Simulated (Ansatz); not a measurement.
Wanted: the native input for an Ansatz 0.2.0 run.

| Quantity | Value |
| --- | --- |
| Task | density of states |
| Functional | PBEsol |
| Potentials or basis | all-electron LAPW, scalar-relativistic |
| Cutoff | 282 eV (chosen from the basis error) |
| Basis error allowed | 0.002 eV/atom |
| k mesh | 10 × 10 × 8 |
| Occupations | fermi-dirac, width 0.05 eV |
| Spin | no spin polarisation |
| Hubbard terms | Ti d U = 4 eV |

Crystal: TiB2.

```
Ti B
1.0
     3.02920    0.00000    0.00000
    -1.51460    2.62336    0.00000
     0.00000    0.00000    3.22840
Ti B
1 2
Direct
  0.00000 0.00000 0.00000
  0.66667 0.33333 0.50000
  0.33333 0.66667 0.50000
```

One way to write it, as run:

input.yaml

```yaml
crystal:
  lattice:
    - [3.0292, 0.0, 0.0]
    - [-1.5146, 2.6233641531, 0.0]
    - [0.0, 0.0, 3.2284]
  atoms:
    - { symbol: Ti, position: [0.0, 0.0, 0.0] }
    - { symbol: B, position: [0.6666666667, 0.3333333333, 0.5] }
    - { symbol: B, position: [0.3333333333, 0.6666666667, 0.5] }
kpoints:
  mp_grid: { grid: [10, 10, 8] }
scf:
  occupations: { method: fermi_dirac, width: 0.05 }
hamiltonian:
  xc: pbesol
  pseudopotentials: { kind: all_electron, lapw: { basis_error: 0.002 } }
  hubbard:
    sites: [{ species: Ti, l: d, u_eff: 4 }]
    double_counting: fll
    projectors: ortho-atomic
output:
  forces: true
  stress: true
  eigenvalues: true
  dos: { projected: false, de: 0.1, e_range: [-10, 6] }
  hubbard: {}
```

Potentials or basis: all-electron LAPW, scalar-relativistic.

Command:

```bash
$ ansatz run input.yaml --threads 2 --pin off --max-ram 8192MiB --backend cpu --events-out ev --progress --plain --runs-dir out
```

It gave:

- Pressure: -1.5 GPa
- Band gap on the k mesh: none (metal or under the smearing width)

Caveat: U is the effective U less J, on atomic orbitals that reach past the spheres; U without spin polarisation on a metal has little footing; the U is typed as a test and isn't derived for this compound.

Run time: 5.1 s on 2 threads of Arm Neoverse V2 (shared host), peak memory 0.31 GiB.
